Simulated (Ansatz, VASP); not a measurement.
## NbH: VASP beside Ansatz

```
CELL_PARAMETERS angstrom
-1.58104 1.58104 2.04991
1.58104 -1.58104 2.04991
1.58104 1.58104 -2.04991
ATOMIC_POSITIONS crystal
Nb 0.00000 0.00000 0.00000
H 0.50000 0.50000 0.00000
```

Alike in both runs: task single point; functional LDA; k mesh 22 × 22 × 22; occupations gaussian, width 0.15 eV; no spin polarisation.

```csv
,VASP,Ansatz
version,VASP 6.6.1,Ansatz 0.2.0
potentials or method,"VASP PAW LDA potentials, release 64 (Nb_sv, H)","scalar-relativistic, plane waves, PAW"
plane-wave cutoff (eV),520,420
valence electrons in the cell,14,14
```

Ansatz gave:

* gap on the k mesh at the Fermi level (eV): none
* pressure (GPa): -11.4
* largest component of the traceless stress (GPa): 2.04

What did VASP give for the same quantities?

gap on the k mesh at the Fermi level (eV): none; pressure (GPa): -11.5; largest component of the traceless stress (GPa): 2.02.

A gap of «none» marks a metal or a gap that the smearing closes.
